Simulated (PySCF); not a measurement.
C4H9N.
Atom-mapped SMILES: `[CH2:1]1[CH2:2][CH2:3][NH:4][CH2:5]1` (hydrogens: H6, H7 on C1; H8, H9 on C2; H10, H11 on C3; H12 on N4; H13, H14 on C5)

The same species was optimised twice, with GFN2-xTB and with PBE0-D3(BJ)/def2-SVP (PySCF), and the same property calculations (PySCF, gas phase) were run on both structures.

```tsv
coordinate	GFN2-xTB	PBE0-D3(BJ)/def2-SVP	change
C1–H7 (Å)	1.088	1.101	+0.013
C2–H9 (Å)	1.088	1.100	+0.012
C2–H8 (Å)	1.090	1.102	+0.012
C3–H11 (Å)	1.089	1.100	+0.011
C1–H6 (Å)	1.090	1.101	+0.011
C3–H10 (Å)	1.094	1.105	+0.011
C5–H13 (Å)	1.089	1.100	+0.011
C5–H14 (Å)	1.094	1.104	+0.010
C1–C2 (Å)	1.539	1.544	+0.005
C2–C3 (Å)	1.545	1.542	-0.003
C1–C5 (Å)	1.545	1.547	+0.002
N4–H12 (Å)	1.017	1.019	+0.002
C3–N4 (Å)	1.454	1.453	-0.001
N4–C5 (Å)	1.454	1.454	0.000
H13–C5–H14 (°)	108.5	106.7	-1.8
H10–C3–H11 (°)	108.6	106.9	-1.7
H6–C1–H7 (°)	108.1	106.7	-1.4
H8–C2–H9 (°)	108.1	106.8	-1.3
N4–C3–H10 (°)	107.4	108.5	+1.1
N4–C5–H14 (°)	107.3	108.5	+1.2
C3–C2–H9 (°)	111.4	112.5	+1.1
C5–C1–H6 (°)	110.4	111.1	+0.7
```

Rotational constants: A = 6960, B = 6758, C = 3956 MHz (GFN2-xTB) against A = 6910, B = 6726, C = 3922 MHz (PBE0-D3(BJ)/def2-SVP). Atoms that the bonding makes alike are paired by their places after alignment.

On the GFN2-xTB structure: HOMO (eV) -6.52 [PBE0/pcSseg-1]; LUMO (eV) 1.21 [PBE0/pcSseg-1]; dipole (D) 1.29 [PBE0/pcSseg-1]; GIAO shielding of C1/C2 (mean) (ppm) 158.9 [PBE0/pcSseg-1]; GIAO shielding of C3/C5 (mean) (ppm) 134.1 [PBE0/pcSseg-1]; GIAO shielding of N4 (ppm) 202.3 [PBE0/pcSseg-1].

Question: What do these properties become on the PBE0-D3(BJ)/def2-SVP structure?

Answer: 
| property | level | on GFN2-xTB | on PBE0-D3(BJ)/def2-SVP | change |
| --- | --- | --- | --- | --- |
| HOMO (eV) | PBE0/pcSseg-1 | -6.52 | -6.55 | -0.03 |
| LUMO (eV) | PBE0/pcSseg-1 | 1.21 | 1.18 | -0.03 |
| dipole (D) | PBE0/pcSseg-1 | 1.29 | 1.30 | +0.01 |
| energy, GFN2-xTB geometry as zero (kcal/mol) | PBE0/pcSseg-1 | 0.0 | -0.2 | -0.2 |
| GIAO shielding of C1/C2 (mean) (ppm) | PBE0/pcSseg-1 | 158.9 | 157.3 | -1.6 |
| GIAO shielding of C3/C5 (mean) (ppm) | PBE0/pcSseg-1 | 134.1 | 133.5 | -0.6 |
| GIAO shielding of N4 (ppm) | PBE0/pcSseg-1 | 202.3 | 203.1 | +0.8 |

The heavy atoms differ by 0.018 Å rms after alignment (one structure mirrored). Among all bonds C1–H7, C2–H8 and C2–H9 change most and about equally (+0.012 to +0.013 Å). Changes are differences of the printed values. Neither structure is proved a minimum here.
